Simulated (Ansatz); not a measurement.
# Al (Im-3m) in Ansatz: further runs

The runs below take Al through single point, with PBE.

Everything below comes from runs of Ansatz 0.2.0. Logs are shortened: lines on timing, memory, paths and dates and some standing lists are left out, and cuts for length are marked.

**1. The structure**

The structure is cubic, space group Im-3m (No. 229). Conventional cell: a = 3.182 Å, b = 3.182 Å, c = 3.182 Å, α = 90.00°, β = 90.00°, γ = 90.00°. Around Al (site symmetry m-3m) lie 8 Al at 2.76 Å.

This isn't the form of Al at room conditions, which is fcc.

**2. Single point, PBE**

The input, input.yaml:

```yaml
crystal:
  lattice:
    - [-1.59121869, 1.59121869, 1.59121869]
    - [1.59121869, -1.59121869, 1.59121869]
    - [1.59121869, 1.59121869, -1.59121869]
  atoms:
    - { symbol: Al, position: [0.0, 0.0, 0.0] }
hamiltonian:
  xc: pbe
  pseudopotentials: { kind: paw }
kpoints:
  mp_grid: { grid: [12, 12, 12] }
scf:
  occupations: { method: gaussian, width: 0.012 }
output:
  forces: true
  stress: true
  eigenvalues: true
```

Potentials or basis: Ansatz PAW.

Started as:

```bash
$ ansatz run input.yaml --threads 2 --pin off --max-ram 5632MiB --backend cpu --events-out ev --progress --plain --runs-dir out
```

Log:

```text
Warning: RAYON_NUM_THREADS=2 ignored (pool sized by the plan → 2); use --threads N
Engine: ansatz 0.2.0, aarch64-unknown-linux-gnu
Pseudopotentials: kind: paw
Pseudopotential: Al, paw, valence charge 3, recommended cutoff 420 eV (normal), Al.paw.azcp
Functional definition: PBE
  parameter kappa = 0.804
  parameter beta = 0.06672455060314922
  exchange = pbe_x(kappa = kappa, mu = beta*pi^2/3)
  correlation = pbe_c(beta = beta)
Crystal: 1 atoms, lattice volume = 16.116 Å³
Basis set: ecut = 420 eV, 321 PW (Γ), exchange–correlation on 40×40×40 points (8 copies of the dense FFT grid, shifted against one another)
Bands: 6, of which v1, the nominal top of the filled ones, is band 2 counted from 1 (1 counted from 0)
Symmetry: 48 space group operations
Space group: Im-3m (ITA 229), of the structure as read, at distance tolerance 2.5e-5 Å
k-points: 72 of 1728
Non-local potential: Al, projectors of the file, l = 0: 2, l = 1: 2, l = 2: 1
PAW form: soft (Blöchl's): semilocal exchange-correlation on the pseudo side does not see the compensation charge
PAW one-centre angular grid: Al, 110 points (default); XC on 64 Gauss nodes
Initial density: superposition of atomic densities (neutral atoms: chi_scale 0, normalization atom), corrected by the library's trained network
Initial wavefunctions: pseudopotential atomic-orbital guess
Functional: x = pbe(κ = 0.804, μ = 0.2195149727645171), c = pbe(β = 0.06672455060314922)
SCF iter   1: F=—  HF=-537.392267 eV  |F-HF|=—  |Δ(HF+E_count)|=         —  Δρ=5.11e-4  dr2=2.20e-5  ethr=1.77e-3  ⟨swp⟩=4.9  Hψ=3904  notcnv=0
preconditioner: auto → none  [insulator: Δε(μ)=0.059 eV  Ē_g=13.433 eV  σ=0.012 eV  W_gap=0.71  n_scr=0 (ndim 8)  ℏωp=16.0 eV  f_vac=0.000  D(μ)=1.12/eV (n_scr^D=12)  ε∞_Penn≈2.4]
SCF iter   2: F=—  HF=-537.392272 eV  |F-HF|=—  |Δ(HF+E_count)|=   4.92e-6  Δρ=2.53e-4  dr2=5.26e-6  ethr=7.33e-7  ⟨swp⟩=2.0  Hψ=1173  notcnv=0  defer=10
iter 3 did not close the SCF: its close was put off for the readings that it lacked (scf_convergence_deferred on its scf_iter line)
SCF iter   3: F=-537.392276 eV  HF=-537.392276 eV  |F-HF|=1.71e-9  |Δ(HF+E_count)|=   3.96e-6  Δρ=9.33e-6  dr2=9.93e-9  ethr=1.75e-7  ⟨swp⟩=2.0  Hψ=516  notcnv=0  defer=10
iter 4 did not close the SCF: its close was put off for the readings that it lacked (scf_convergence_deferred on its scf_iter line)
SCF iter   4: F=-537.392276 eV  HF=-537.392276 eV  |F-HF|=6.42e-10  |Δ(HF+E_count)|=   1.76e-9  Δρ=3.15e-6  dr2=6.18e-10  ethr=3.31e-10  ⟨swp⟩=1.3  Hψ=429  notcnv=0  defer=10
iter 5 did not close the SCF: its close was put off for the readings that it lacked (scf_convergence_deferred on its scf_iter line)
SCF iter   5: F=-537.392276 eV  HF=-537.392276 eV  |F-HF|=2.27e-13  |Δ(HF+E_count)|=  6.96e-10  Δρ=4.98e-8  dr2=1.18e-13  ethr=2.06e-11  ⟨swp⟩=2.0  Hψ=517  notcnv=0  defer=10
SCF iter   6: F=-537.392276 eV  HF=-537.392276 eV  |F-HF|=0.00e0  |Δ(HF+E_count)|=  7.96e-13  Δρ=2.62e-9  dr2=7.89e-16  ethr=1.00e-12  ⟨swp⟩=2.1  Hψ=1476  notcnv=0
SCF 1 converged in 6 iterations: F = -537.392276 eV  dr2 = 7.89e-16
SCF converged after 6 iterations
Free energy (F): -537.392276 eV
Harris-Foulkes:  -537.392276 eV  (|F-HF|=0.00e0)
Internal energy: -537.392195 eV  (E = F + TS)
E sigma→0 (E₀):  -537.392236 eV
Entropy (-TS):   -0.000081 eV (-0.081 meV/atom)
Fermi energy:    8.186203 eV
--- Per-component energies (eV) ---
  E_band       = 11.197202
  E_kinetic    = 23.059749
  E_local      = 10.292970  (includes V_loc(G=0)·N_el)
  E_nonlocal   = 10.555645
  E_hartree    = 0.069359
  E_xc         = -39.886773
  E_vxc        = -29.143446  (∫ρ·V_xc dr)
  E_paw        = -467.383798  (= ΣΔE_a)
  E_vpaw       = -3.706431  (= ΣTr[D̂ρ^β])
  E_aug_tail   = -0.000002  (compensation charges beyond the density's cutoff)
  E_ewald      = -74.099344
  E_smearing   = -0.000081  (= −TS)
  E_closure    = 0.000000  (closes the sum)
  Σ components = -537.392276   (vs F -537.392276, Δ=0.00e0)
--- Forces (eV/Å), atoms counted from 1 ---
  atom   1  Al    -0.00000000     0.00000000     0.00000000
  max |Σ_I F_I| component: 3.85e-33 eV/Å
--- Stress (GPa, compression-positive) ---
        3.885584       0.000000      -0.000000
        0.000000       3.885584       0.000000
       -0.000000       0.000000       3.885584
  P = ⅓ Tr σ = 3.8856 GPa (38.856 kbar)
--- Band table (eV; the first three rows and the last of 72) ---
  k-point 0: bands = ["-3.0959", "21.4880", "21.4880", "21.4880", "23.2490", "23.2490"]
  k-point 1: bands = ["-2.8931", "19.3858", "20.3972", "20.7403", "22.3972", "23.3587"]
  k-point 2: bands = ["-2.2863", "15.9498", "19.0387", "19.3891", "21.0501", "22.2079"]
  k-point 71: bands = ["10.1050", "10.1050", "10.1050", "11.1219", "11.1219", "14.0707"]
```

It took 0.34 s on 2 threads of Arm Neoverse V2, shared host; peak memory 0.23 GiB.

Results:

- Free energy: -537.3923 eV
- Pressure: 3.9 GPa
- Band gap on the k mesh: none (metal or under the smearing width)

Levels at points of the mesh, in eV from the Fermi level:
| k point | band 1 | band 2 | band 3 | band 4 |
| --- | --- | --- | --- | --- |
| (0.00, 0.00, 0.00) | -11.28 | 13.30 | 13.30 | 13.30 |
| (0.00, 0.00, -0.50) | -4.40 | -3.88 | 8.28 | 8.36 |
| (-0.50, -0.50, -0.50) | 1.92 | 1.92 | 1.92 | 2.94 |

**3. Single point, PBE**

Changes to input.yaml since step 2:

```diff
@@ -13,3 +13,3 @@
 scf:
-  occupations: { method: gaussian, width: 0.012 }
+  occupations: { method: gaussian, width: 0.013 }
 output:
```

Potentials or basis: Ansatz PAW.

Started as:

```bash
$ ansatz run input.yaml --threads 2 --pin off --max-ram 5632MiB --backend cpu --events-out ev --progress --plain --runs-dir out
```

Wall time 0.34 s (2 threads of Arm Neoverse V2, shared host); peak memory 0.24 GiB.

The run converged. Its results:

```
Free energy            : -537.3923 eV
Pressure               : 3.9 GPa
Band gap on the k mesh : none (metal or under the smearing width)
```

Levels at points of the mesh, in eV from the Fermi level:
```csv
k point,band 1,band 2,band 3,band 4,band 5,band 6
"(0.00, 0.00, 0.00)",-11.28,13.30,13.30,13.30,15.06,15.06
"(0.00, 0.00, -0.50)",-4.40,-3.88,8.28,8.36,10.16,11.59
"(-0.50, -0.50, -0.50)",1.92,1.92,1.92,2.94,2.94,5.88
```
